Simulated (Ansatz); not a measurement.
# Te2Mo: the cost of one run

Method: DFT PBEsol, scalar-relativistic, plane waves, PAW, in Ansatz 0.2.0.

3 further runs of the same task are left out: 2 that didn't finish, 1 set aside as unsound or not needed.

## (1) The structure to begin with

The structure is hexagonal, space group P6_3/mmc (No. 194). Conventional cell: a = 3.494 Å, b = 3.494 Å, c = 14.009 Å, α = 90.00°, β = 90.00°, γ = 120.00°. Around Te (site symmetry 3m) lie 3 Mo at 2.71 Å. Mo (site symmetry -6m2) has 6 Te at 2.71 Å in its first shell of neighbours.

Coordinates:

```cif
data_structure
_symmetry_space_group_name_H-M 'P6_3/mmc'
_symmetry_Int_Tables_number 194
_cell_length_a 3.4940
_cell_length_b 3.4940
_cell_length_c 14.0085
_cell_angle_alpha 90.000
_cell_angle_beta 90.000
_cell_angle_gamma 120.000
_cell_volume 148.10
loop_
_atom_site_label
_atom_site_type_symbol
_atom_site_symmetry_multiplicity
_atom_site_Wyckoff_symbol
_atom_site_fract_x
_atom_site_fract_y
_atom_site_fract_z
_atom_site_occupancy
Te1 Te 4 f 0.33333 0.66667 0.62113 1
Mo1 Mo 2 c 0.33333 0.66667 0.25000 1
```

This cell was relaxed beforehand with the same method: volume 24.68 Å³/atom, gap on the mesh 0.77 eV.

Bulk energy on matching settings, from an earlier run: -6233.7862 eV/atom.

## (2) The (001) slab

Planes are indexed in the bulk's conventional cell (P6_3/mmc (No. 194)), a = 3.494 Å, b = 3.494 Å, c = 14.009 Å, α = 90.00°, β = 90.00°, γ = 120.00°.

The slab is a (001) slab, 24.6 Å thick as cut, with 15 Å of vacuum; its outer planes are Te (top) and Te (bottom).

The slab as cut. Its planes from the bottom up:

| plane | atoms per cell | height over the lowest (Å) |
| --- | --- | --- |
| 1 | Te | 0.00 |
| 2 | Mo | 1.81 |
| 3 | Te | 3.61 |
| 4 | Te | 7.00 |
| 5 | Mo | 8.81 |
| 6 | Te | 10.61 |
| 7 | Te | 14.01 |
| 8 | Mo | 15.81 |
| 9 | Te | 17.62 |
| 10 | Te | 21.01 |
| 11 | Mo | 22.82 |
| 12 | Te | 24.62 |

## (3) Single point on the unrelaxed (001) slab

A dipole layer in the vacuum cancels the field that periodic copies would set up if the slab's two faces differ.

Input file input.yaml:

```yaml
crystal:
  lattice:
    - [3.4939942408, 0.0, 0.0]
    - [-1.7469971204, 3.0258877732, 0.0]
    - [0.0, 0.0, 39.6234214158]
  atoms:
    - { symbol: Te, position: [0.3333333333, 0.6666666667, 0.1892819886] }
    - { symbol: Mo, position: [0.6666666667, 0.3333333333, 0.2348435894] }
    - { symbol: Te, position: [0.3333333333, 0.6666666667, 0.2804051903] }
    - { symbol: Te, position: [0.6666666667, 0.3333333333, 0.366052929] }
    - { symbol: Mo, position: [0.3333333333, 0.6666666667, 0.4116145298] }
    - { symbol: Te, position: [0.6666666667, 0.3333333333, 0.4571761307] }
    - { symbol: Te, position: [0.3333333333, 0.6666666667, 0.5428238693] }
    - { symbol: Mo, position: [0.6666666667, 0.3333333333, 0.5883854702] }
    - { symbol: Te, position: [0.3333333333, 0.6666666667, 0.633947071] }
    - { symbol: Te, position: [0.6666666667, 0.3333333333, 0.7195948097] }
    - { symbol: Mo, position: [0.3333333333, 0.6666666667, 0.7651564106] }
    - { symbol: Te, position: [0.6666666667, 0.3333333333, 0.8107180114] }
basis:
  ecutwfc: 420
kpoints:
  mp_grid: { grid: [9, 9, 1] }
hamiltonian:
  xc: pbesol
scf:
  occupations: { method: gaussian, width: 0.05 }
output:
  forces: true
  stress: true
  eigenvalues: true
  write_density: true
  write_potential: true
  elf: true
  volumetric_format: npy
efield:
  axis: 3
  dipole_correction: true
  ramp_width: 0.04
```

The run is started by

```console
$ ansatz run input.yaml --threads 2 --pin off --max-ram 5120MiB --backend cpu --events-out ev --progress --plain --runs-dir out
```

**Question.** How long does this run take on 2 threads of Arm Neoverse V2, shared host, and how much memory does it need?

About 58 s, with a peak of 1 GiB.
